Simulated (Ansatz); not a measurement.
# Te4Mo2 sheet: single point, part 2 of 2

Aim: for Te4Mo2 sheet, 2 runs in a chain (single point).

Ansatz 0.2.0; DFT LDA, spin-orbit coupling, plane waves, PAW, and further levels as typed in the inputs. Earlier steps stand in the parts before.

## Step 3: Single point: r2SCAN with spin-orbit coupling

Contents of input.yaml:

```yaml
crystal:
  lattice:
    - [3.52, 0.0, 0.0]
    - [-1.76, 3.0484094213, 0.0]
    - [0.0, 0.0, 28.45]
  atoms:
    - { symbol: Te, position: [0.6666666667, 0.3333333333, 0.316344464] }
    - { symbol: Mo, position: [0.3333333333, 0.6666666667, 0.3799648506] }
    - { symbol: Te, position: [0.6666666667, 0.3333333333, 0.4435852373] }
    - { symbol: Te, position: [0.3333333333, 0.6666666667, 0.5564147627] }
    - { symbol: Mo, position: [0.6666666667, 0.3333333333, 0.6200351494] }
    - { symbol: Te, position: [0.3333333333, 0.6666666667, 0.683655536] }
  periodic: [true, true, false]
scf:
  occupations: { method: gaussian, width: 0.01 }
  n_extra_bands: 8
output:
  eigenvalues: true
  eigenstates:
    kpoints:
      - [0.0, 0.0, 0.0]
      - [0.016667, 0.016667, 0.0]
      - [0.033333, 0.033333, 0.0]
      - [0.05, 0.05, 0.0]
      - [0.066667, 0.066667, 0.0]
      - [0.1, 0.1, 0.0]
      - [0.133333, 0.133333, 0.0]
      - [0.166667, 0.166667, 0.0]
      - [0.2, 0.2, 0.0]
      - [0.233333, 0.233333, 0.0]
      - [0.25, 0.25, 0.0]
      - [0.266667, 0.266667, 0.0]
      - [0.283333, 0.283333, 0.0]
      - [0.3, 0.3, 0.0]
      - [0.316667, 0.316667, 0.0]
      - [0.333333, 0.333333, 0.0]
      - [0.35, 0.35, 0.0]
      - [0.366667, 0.366667, 0.0]
      - [0.383333, 0.383333, 0.0]
      - [0.4, 0.4, 0.0]
      - [0.025, 0.0, 0.0]
      - [0.05, 0.0, 0.0]
      - [0.075, 0.0, 0.0]
      - [0.1, 0.0, 0.0]
      - [0.5, 0.0, 0.0]
    top_band: c8
    e_range: [-2.5, 3]
kpoints:
  mp_grid: { grid: [12, 12, 1] }
hamiltonian:
  xc: r2scan
  pseudopotentials: { kind: paw_fr }
magnetization:
  noncollinear: true
  spin_orbit: true
```

Started as:

```console
> ansatz run input.yaml --threads 8 --pin off --max-ram 24576MiB --backend cpu --events-out ev --progress --plain --runs-dir out
```

What it wrote:

```text
Warning: crystal.periodic: the lattice vector that does not repeat stood 0.000° off the slab's normal, 28.450 Å along it as the deck builds it. The run solves the slab on a vector along the normal, 44.700 Å long, with every atom where it was (on the deck's vector they left 18.00 Å outside them, and the widest stretch free of ions among them is 3.21 Å). A fractional position that the run reports is one of the run's cell, which starts as this one, and not of the deck's: it goes into a deck with that cell's vectors. The slab on that cell runs as it stands in a deck that lists each atom with its symbol and moment, types crystal.periodic and leaves out crystal.checkpoint, crystal.saddle_side, crystal.structure_sha256, crystal.space_group, crystal.setting, crystal.reduce_to_primitive, crystal.supercell, crystal.defects and each atom's wyckoff. Where those keys changed the vectors of the plane, lay the indices of each lattice_plane and lattice_line anew on these rows. Along the normal they count this vector already. An outside_sphere can name other atoms there (type this run's as sites). In the order of the run's atom list the slab is: crystal.lattice: [[3.52, 0.0, 0.0], [-1.76, 3.0484094213, 0.0], [0.0, -0.0, 44.6999999968]]; position: [0.6666666667000001, 0.33333333330000003, 0.20134228191150552]; position: [0.3333333333, 0.6666666667, 0.24183445190925887]; position: [0.6666666667000001, 0.33333333330000003, 0.2823266219706588]; position: [0.3333333333, 0.6666666667, 0.3541387024596923]; position: [0.6666666667000001, 0.33333333330000003, 0.3946308725210922]; position: [0.3333333333, 0.6666666667, 0.43512304251884554];
Warning: RAYON_NUM_THREADS=8 ignored (pool sized by the plan → 8); use --threads N
crystal.periodic: the lattice vector that does not repeat stood 0.000° off the slab's normal, 28.450 Å along it as the deck builds it. The run solves the slab on a vector along the normal, 44.700 Å long, with every atom where it was (on the deck's vector they left 18.00 Å outside them, and the widest stretch free of ions among them is 3.21 Å). A fractional position that the run reports is one of the run's cell, which starts as this one, and not of the deck's: it goes into a deck with that cell's vectors. The slab on that cell runs as it stands in a deck that lists each atom with its symbol and moment, types crystal.periodic and leaves out crystal.checkpoint, crystal.saddle_side, crystal.structure_sha256, crystal.space_group, crystal.setting, crystal.reduce_to_primitive, crystal.supercell, crystal.defects and each atom's wyckoff. Where those keys changed the vectors of the plane, lay the indices of each lattice_plane and lattice_line anew on these rows. Along the normal they count this vector already. An outside_sphere can name other atoms there (type this run's as sites). In the order of the run's atom list the slab is: crystal.lattice: [[3.52, 0.0, 0.0], [-1.76, 3.0484094213, 0.0], [0.0, -0.0, 44.6999999968]]; position: [0.6666666667000001, 0.33333333330000003, 0.20134228191150552]; position: [0.3333333333, 0.6666666667, 0.24183445190925887]; position: [0.6666666667000001, 0.33333333330000003, 0.2823266219706588]; position: [0.3333333333, 0.6666666667, 0.3541387024596923]; position: [0.6666666667000001, 0.33333333330000003, 0.3946308725210922]; position: [0.3333333333, 0.6666666667, 0.43512304251884554];
scf.n_extra_bands = 8 over 92 filled bands (N_el = 92.0): the run solves 100 bands
Engine: ansatz 0.2.0, x86_64-unknown-linux-gnu
Pseudopotentials: kind: paw_fr
Pseudopotential: Te, paw_fr, valence charge 16, recommended cutoff 500 eV (meta_gga), Te.paw.azcp#standard-fr
Pseudopotential: Mo, paw_fr, valence charge 14, recommended cutoff 500 eV (meta_gga), Mo.paw.azcp#standard-fr
Functional definition: r2SCAN
  parameter k0 = 0.174
  parameter k1 = 0.065
  parameter a1 = 4.9479
  exchange = r2scan_x(k0 = k0, k1 = k1, a1 = a1)
  correlation = r2scan_c
non-collinear run that drives no moment, with spin-orbit: no starting moment large enough to seed its density (crystal.atoms[].spin), no starting occupations that ask for one, no magnetisation constraint and no magnetic field, so the semilocal B_xc is pinned to zero
Crystal: 6 atoms, lattice volume = 479.649 Å³
Basis set: ecut = 500 eV, 12139 PW (Γ), exchange–correlation on 108×108×1440 points (64 copies of the dense FFT grid, shifted against one another)
Bands: 100, of which v1, the nominal top of the filled ones, is band 92 counted from 1 (91 counted from 0)
Symmetry: 12 space group operations + 12 with time reversal
Magnetic group: BNS 164.86 (UNI 1316), of the structure as read, at distance tolerance 7.8e-5 Å
k-points: 19 of 144
Projection manifold: j_resolved (fully-relativistic pseudo-atomic orbitals)
Non-local potential: Te, projectors of the file, l = 0: 2, l = 1: 4, l = 2: 4, l = 3: 4
Non-local potential: Mo, projectors of the file, l = 0: 3, l = 1: 4, l = 2: 4, l = 3: 2
PAW form: soft (Blöchl's): semilocal exchange-correlation on the pseudo side does not see the compensation charge
PAW frozen core: Te, regenerated for the run's functional (the file was generated under x = pbe(κ = 0.804, μ = 0.2195149727645171), c = pbe(β = 0.06672455060314922))
PAW frozen core: Mo, regenerated for the run's functional (the file was generated under x = pbe(κ = 0.804, μ = 0.2195149727645171), c = pbe(β = 0.06672455060314922))
PAW one-centre angular grid: Te, 590 points (default); XC on 224 Gauss nodes
PAW one-centre angular grid: Mo, 590 points (default); XC on 224 Gauss nodes
Initial density: superposition of atomic densities (neutral atoms: chi_scale 0, normalization atom)
Initial wavefunctions: pseudopotential atomic-orbital guess
Functional: x = r2scan, c = r2scan; τ floored in thin density (d = 2e-4 eV/Å³)
SCF iter   1: F=—  HF=-37860.054501 eV  |F-HF|=—  |Δ(HF+E_count)|=         —  Δρ=2.88e-2  dr2=5.51e0  dr2_τ=6.40e-2  dr2_m=0.00e0 (ungated)  ethr=3.10e-3  |M|=0.00e0 ∫|m|=0.00e0 μB  |m|>n=0.0e0 m-floor=0.0e0 τ_xc=0.0e0  β_m=0.30  ⟨swp⟩=10.7  Hψ=6506  notcnv=0
preconditioner: auto → Resta (q_TF=auto, 2.072 Å⁻¹)  ε∞=3.2  [insulator: Δε(μ)=0.999 eV  Ē_g=6.852 eV  σ=0.010 eV  W_gap=1.00  n_scr=46 (ndim 8)  ℏωp=10.2 eV  f_vac=0.675  D(μ)=0.00/eV (n_scr^D=0)  ε∞_Penn≈3.2  vacuum switching on, ρ_ref=3.4e-3 e/Å³]
spin=Noncollinear: Resta preconditioning applied to the charge; magnetization (m_x, m_y, m_z) channels mix plain (no charge-response kernel on spin).
SCF iter   2: F=—  HF=-37859.260299 eV  |F-HF|=—  |Δ(HF+E_count)|=   7.94e-1  Δρ=1.26e-2  dr2=1.51e0  dr2_τ=4.18e-2  dr2_m=0.00e0 (ungated)  ethr=3.10e-3  |M|=0.00e0 ∫|m|=0.00e0 μB  |m|>n=0.0e0 m-floor=0.0e0 τ_xc=0.0e0  β_m=0.35  ⟨swp⟩=3.6  Hψ=1910  notcnv=0  defer=58
SCF iter   3: F=—  HF=-37859.115254 eV  |F-HF|=—  |Δ(HF+E_count)|=   1.45e-1  Δρ=9.08e-3  dr2=4.60e-1  dr2_τ=2.51e-3  dr2_m=0.00e0 (ungated)  ethr=1.64e-3  |M|=0.00e0 ∫|m|=0.00e0 μB  |m|>n=0.0e0 m-floor=0.0e0 τ_xc=0.0e0  β_m=0.57  ⟨swp⟩=3.2  Hψ=1553  notcnv=0  defer=58
SCF iter   4: F=—  HF=-37859.097766 eV  |F-HF|=—  |Δ(HF+E_count)|=   1.75e-2  Δρ=2.21e-3  dr2=3.53e-2  dr2_τ=3.96e-4  dr2_m=0.00e0 (ungated)  ethr=5.00e-4  |M|=0.00e0 ∫|m|=0.00e0 μB  |m|>n=0.0e0 m-floor=0.0e0 τ_xc=0.0e0  β_m=0.71  ⟨swp⟩=3.6  Hψ=2057  notcnv=0  defer=58
SCF iter   5: F=—  HF=-37859.103589 eV  |F-HF|=—  |Δ(HF+E_count)|=   5.82e-3  Δρ=7.58e-4  dr2=2.26e-2  dr2_τ=5.26e-5  dr2_m=0.00e0 (ungated)  ethr=3.84e-5  |M|=0.00e0 ∫|m|=0.00e0 μB  |m|>n=0.0e0 m-floor=0.0e0 τ_xc=0.0e0  β_m=0.59  ⟨swp⟩=5.4  Hψ=1881  notcnv=0  defer=58
SCF iter   6: F=—  HF=-37859.102338 eV  |F-HF|=—  |Δ(HF+E_count)|=   1.25e-3  Δρ=3.83e-4  dr2=2.68e-3  dr2_τ=1.07e-5  dr2_m=0.00e0 (ungated)  ethr=2.45e-5  |M|=0.00e0 ∫|m|=0.00e0 μB  |m|>n=0.0e0 m-floor=0.0e0 τ_xc=0.0e0  β_m=0.66  ⟨swp⟩=4.5  Hψ=1513  notcnv=0  defer=52
SCF iter   7: F=—  HF=-37859.102567 eV  |F-HF|=—  |Δ(HF+E_count)|=   2.29e-4  Δρ=1.33e-4  dr2=2.68e-4  dr2_τ=2.84e-6  dr2_m=0.00e0 (ungated)  ethr=2.91e-6  |M|=0.00e0 ∫|m|=0.00e0 μB  |m|>n=0.0e0 m-floor=0.0e0 τ_xc=0.0e0  β_m=0.74  ⟨swp⟩=3.6  Hψ=1711  notcnv=0  defer=52
SCF iter   8: F=—  HF=-37859.102671 eV  |F-HF|=—  |Δ(HF+E_count)|=   1.03e-4  Δρ=3.50e-5  dr2=1.63e-5  dr2_τ=1.02e-7  dr2_m=0.00e0 (ungated)  ethr=2.91e-7  |M|=0.00e0 ∫|m|=0.00e0 μB  |m|>n=0.0e0 m-floor=0.0e0 τ_xc=0.0e0  β_m=0.85  ⟨swp⟩=3.5  Hψ=1667  notcnv=0  defer=52
SCF iter   9: F=—  HF=-37859.102754 eV  |F-HF|=—  |Δ(HF+E_count)|=   8.35e-5  Δρ=1.76e-5  dr2=5.39e-6  dr2_τ=3.09e-8  dr2_m=0.00e0 (ungated)  ethr=1.78e-8  |M|=0.00e0 ∫|m|=0.00e0 μB  |m|>n=0.0e0 m-floor=0.0e0 τ_xc=0.0e0  β_m=0.93  ⟨swp⟩=3.9  Hψ=2114  notcnv=0  defer=52
SCF iter  10: F=—  HF=-37859.102757 eV  |F-HF|=—  |Δ(HF+E_count)|=   3.38e-6  Δρ=3.16e-6  dr2=1.87e-7  dr2_τ=3.30e-10  dr2_m=0.00e0 (ungated)  ethr=5.86e-9  |M|=0.00e0 ∫|m|=0.00e0 μB  |m|>n=0.0e0 m-floor=0.0e0 τ_xc=0.0e0  β_m=0.96  ⟨swp⟩=2.9  Hψ=1393  notcnv=0  defer=52
SCF iter  11: F=-37859.102758 eV  HF=-37859.102758 eV  |F-HF|=2.01e-9  |Δ(HF+E_count)|=   1.57e-7  Δρ=1.09e-6  dr2=9.57e-9  dr2_τ=2.70e-10  dr2_m=0.00e0 (ungated)  ethr=1.09e-10  |M|=0.00e0 ∫|m|=0.00e0 μB  |m|>n=0.0e0 m-floor=0.0e0 τ_xc=0.0e0  ⟨swp⟩=14.7  Hψ=4248  notcnv=0
SCF 1 converged in 11 iterations: F = -37859.102758 eV  dr2 = 9.57e-9
NSCF: frozen V_eff on 25 k-points
SCF converged after 11 iterations
Magnetization: |M| = 0.0000 μB,  M = (+0.0000, +0.0000, +0.0000) μB
Absolute magnetization: 0.0000 μB (∫|m|)
  site 0: m = (+0.0000, +0.0000, +0.0000) μB, |m| = 0.0000 μB  (R = 1.12 Å)
  site 1: m = (+0.0000, +0.0000, +0.0000) μB, |m| = 0.0000 μB  (R = 1.12 Å)
  site 2: m = (+0.0000, +0.0000, +0.0000) μB, |m| = 0.0000 μB  (R = 1.12 Å)
  site 3: m = (+0.0000, +0.0000, +0.0000) μB, |m| = 0.0000 μB  (R = 1.12 Å)
  site 4: m = (+0.0000, +0.0000, +0.0000) μB, |m| = 0.0000 μB  (R = 1.12 Å)
  site 5: m = (+0.0000, +0.0000, +0.0000) μB, |m| = 0.0000 μB  (R = 1.12 Å)
Free energy (F): -37859.102758 eV
Harris-Foulkes:  -37859.102758 eV  (|F-HF|=2.01e-9)
Internal energy: -37859.102758 eV  (E = F + TS)
E sigma→0 (E₀):  -37859.102758 eV
Fermi energy:    -4.292605 eV
--- Per-component energies (eV) ---
  E_band       = -2800.705871
  E_kinetic    = 1607.014521
  E_local      = -494742.800782  (includes V_loc(G=0)·N_el)
  E_nonlocal   = -952.363732
  E_hartree    = 247022.759037
  E_xc         = -819.397330
  E_vxc        = -961.113374  (∫ρ·V_xc dr)
  E_paw        = -25126.080398  (= ΣΔE_a)
  E_vpaw       = -1858.262133  (= ΣTr[D̂ρ^β])
  E_aug_tail   = -0.000150  (compensation charges beyond the density's cutoff)
  E_vtau       = 61.290739  (kinetic-family band-sum trace: ∫τ·v_τ [+ j·A + Jᵃ·Aᵃ] dr)
  E_ewald      = 235151.018206
  E_core_change = 0.747870  (= ΣΔE_core)
  E_smearing   = -0.000000  (= −TS)
  E_closure    = -0.000000  (closes the sum)
  Σ components = -37859.102758   (vs F -37859.102758, Δ=0.00e0)
--- Band table (eV; the first three rows and the last of 19) ---
  k-point 0: bands = ["-67.6056", "-67.6056", "-67.6056", "-67.6056", "-43.2539", "-43.2539", "-43.2536", "-43.2536", "-43.2419", "-43.2419", "-43.2419", "-43.2419", "-43.2063", "-43.2063", "-43.2044", "-43.2044", "-43.1803", "-43.1803", "-43.1800", "-43.1800", "-42.6549", "-42.6549", "-42.6549", "-42.6549", "-41.7977", "-41.7977", "-41.7975", "-41.7975", "-41.7844", "-41.7844", "-41.7844", "-41.7844", "-41.7625", "-41.7625", "-41.7606", "-41.7606", "-41.7374", "-41.7374", "-41.7371", "-41.7371", "-41.7262", "-41.7262", "-41.7238", "-41.7238", "-41.7011", "-41.7011", "-41.7010", "-41.7010", "-40.2224", "-40.2224", "-40.2224", "-40.2224", "-40.1206", "-40.1206", "-40.1206", "-40.1206", "-18.3602", "-18.3602", "-18.1144", "-18.1144", "-17.3658", "-17.3658", "-17.0279", "-17.0279", "-10.7679", "-10.7679", "-9.9389", "-9.9389", "-7.6422", "-7.6422", "-6.8509", "-6.8509", "-6.7343", "-6.7343", "-6.7135", "-6.7135", "-6.7030", "-6.7030", "-6.2336", "-6.2336", "-6.1270", "-6.1270", "-6.0440", "-6.0440", "-5.8118", "-5.8118", "-5.7869", "-5.7869", "-5.6143", "-5.6143", "-4.7742", "-4.7742", "-2.1442", "-2.1442", "-2.0312", "-2.0312", "-1.8048", "-1.8048", "-1.6397", "-1.6397"]
  k-point 1: bands = ["-67.6049", "-67.6049", "-67.6049", "-67.6049", "-43.2535", "-43.2535", "-43.2532", "-43.2532", "-43.2417", "-43.2417", "-43.2416", "-43.2416", "-43.2059", "-43.2059", "-43.2038", "-43.2038", "-43.1809", "-43.1809", "-43.1797", "-43.1797", "-42.6593", "-42.6593", "-42.6590", "-42.6590", "-41.7998", "-41.7998", "-41.7952", "-41.7952", "-41.7867", "-41.7867", "-41.7821", "-41.7821", "-41.7613", "-41.7613", "-41.7595", "-41.7595", "-41.7372", "-41.7372", "-41.7369", "-41.7369", "-41.7265", "-41.7265", "-41.7210", "-41.7210", "-41.7028", "-41.7028", "-41.6981", "-41.6981", "-40.2216", "-40.2216", "-40.2216", "-40.2216", "-40.1272", "-40.1272", "-40.1271", "-40.1271", "-18.2572", "-18.2572", "-18.0120", "-18.0120", "-17.2902", "-17.2902", "-16.9589", "-16.9589", "-10.6594", "-10.6594", "-9.8341", "-9.8341", "-7.7251", "-7.7251", "-7.0238", "-7.0238", "-6.9466", "-6.9466", "-6.7177", "-6.7177", "-6.6467", "-6.6467", "-6.5303", "-6.5303", "-6.1695", "-6.1695", "-6.1170", "-6.1170", "-5.8593", "-5.8593", "-5.7602", "-5.7602", "-5.5795", "-5.5795", "-4.8390", "-4.8390", "-2.3077", "-2.3077", "-2.2209", "-2.2209", "-2.1233", "-2.1233", "-2.0230", "-2.0230"]
  k-point 2: bands = ["-67.6030", "-67.6030", "-67.6030", "-67.6030", "-43.2525", "-43.2525", "-43.2522", "-43.2522", "-43.2411", "-43.2411", "-43.2409", "-43.2409", "-43.2047", "-43.2047", "-43.2022", "-43.2022", "-43.1816", "-43.1816", "-43.1796", "-43.1796", "-42.6712", "-42.6712", "-42.6707", "-42.6707", "-41.8008", "-41.8008", "-41.7933", "-41.7933", "-41.7871", "-41.7871", "-41.7801", "-41.7801", "-41.7592", "-41.7592", "-41.7576", "-41.7576", "-41.7367", "-41.7367", "-41.7353", "-41.7353", "-41.7262", "-41.7262", "-41.7149", "-41.7149", "-41.7037", "-41.7037", "-41.6942", "-41.6942", "-40.2206", "-40.2206", "-40.2205", "-40.2205", "-40.1439", "-40.1439", "-40.1439", "-40.1439", "-17.9568", "-17.9568", "-17.7146", "-17.7146", "-17.0702", "-17.0702", "-16.7591", "-16.7591", "-10.3589", "-10.3589", "-9.5521", "-9.5521", "-7.9740", "-7.9740", "-7.6071", "-7.6071", "-7.5287", "-7.5287", "-7.1809", "-7.1809", "-6.4956", "-6.4956", "-6.4600", "-6.4600", "-6.4184", "-6.4184", "-6.3923", "-6.3923", "-6.0451", "-6.0451", "-5.7937", "-5.7937", "-5.6203", "-5.6203", "-5.1998", "-5.1998", "-2.8860", "-2.8860", "-2.7839", "-2.7839", "-2.6176", "-2.6176", "-2.4709", "-2.4709"]
  k-point 18: bands = ["-67.5939", "-67.5939", "-67.5939", "-67.5939", "-43.2554", "-43.2554", "-43.2468", "-43.2468", "-43.2342", "-43.2342", "-43.2330", "-43.2330", "-43.2042", "-43.2042", "-43.1992", "-43.1992", "-43.1777", "-43.1777", "-43.1759", "-43.1759", "-42.7306", "-42.7306", "-42.7240", "-42.7240", "-41.7875", "-41.7875", "-41.7868", "-41.7868", "-41.7782", "-41.7782", "-41.7772", "-41.7772", "-41.7711", "-41.7711", "-41.7450", "-41.7450", "-41.7407", "-41.7407", "-41.7295", "-41.7295", "-41.7118", "-41.7118", "-41.7082", "-41.7082", "-41.6873", "-41.6873", "-41.6840", "-41.6840", "-40.2537", "-40.2537", "-40.2140", "-40.2140", "-40.2091", "-40.2091", "-40.1959", "-40.1959", "-15.7401", "-15.7401", "-15.7037", "-15.7037", "-15.5035", "-15.5035", "-15.4996", "-15.4996", "-10.0091", "-10.0091", "-9.9115", "-9.9115", "-9.6460", "-9.6460", "-9.5596", "-9.5596", "-9.2255", "-9.2255", "-8.8637", "-8.8637", "-8.7272", "-8.7272", "-8.3673", "-8.3673", "-7.9157", "-7.9157", "-7.8100", "-7.8100", "-6.9180", "-6.9180", "-6.8591", "-6.8591", "-5.1241", "-5.1241", "-4.8621", "-4.8621", "-3.7680", "-3.7680", "-3.7329", "-3.7329", "-3.3362", "-3.3362", "-2.7375", "-2.7375"]
  the weakly bound empty levels are not read free of the cell's end (spinor_tau)
```

It took 1.9 min on 8 threads of Intel Xeon Platinum 8488C (Sapphire Rapids), shared host; peak memory 7.8 GiB.

## Step 4: Results

The summary covers parts 1 to 2.

```
step                            level  energy (eV)  gap on the mesh (eV)     time
   2     LDA with spin-orbit coupling   -37008.702                  0.82     79 s
   3  r2SCAN with spin-orbit coupling   -37859.103                  0.96  1.9 min
```

Totals of different systems or levels have different zeros; only balanced differences at one level mean anything.

What this shows: The rows set the runs side by side; convergence of the settings was not tested in this session.

These are semilocal Kohn-Sham gaps, which aren't the measured quantity. Such gaps usually fall short of the measured ones.
